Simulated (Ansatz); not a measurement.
Rows from a G0W0 calculation on AlN (P6_3mc) (Ansatz 0.2.0; G0W0 on PBE, plane waves, PAW; 6×6×4 mesh, 124 empty bands, screening to 120 eV, hard PAW files), in eV. Spin-orbit coupling is left out.

The database entry behind the starting cell differs from later determinations by our own check (inner coordinate u about 0.002 short), so it need not match the best structure at ambient conditions.

```csv
row,k,band,start,Σx,Σc at the solution,Vxc
A,Γ,c2,15.410,-7.890,-4.472,-13.171
B,Γ,v1,8.747,-21.786,3.162,-17.834
C,Γ,c1,12.967,-9.765,-3.903,-14.418
D,Γ,v2,8.568,-21.725,3.211,-17.692
```

Q: Give the quasiparticle energies and the shift of each level.

The quasiparticle equation reads E = start + Σx + Σc(E) − Vxc.

```csv
row,E (eV),shift (eV)
A,16.219,+0.809
B,7.956,−0.791
C,13.716,+0.749
D,7.746,−0.822
```

The gap over the computed points goes from 4.22 eV to 5.76 eV.

Limits: not at the basis limit.

[Paths, hosts, dates, memory and timing lines, banners, echoed tables and standing remarks are left out of the program output.]

[Logs are printed without paths, hosts, clocks, repeated set-up lines and the standing remarks that a program may print on its own settings, such as how far it seeks lower states.]

[Runs of the session that timed out or met a known fault of the program may be left out.]

[Cells called generated may have been cut or substituted from an entry of the Crystallography Open Database or the Materials Project.]

[Hosts, paths, dates, database ids (printed as entryN), source tags and the programs' standing remarks are cut or masked in the printed files.]
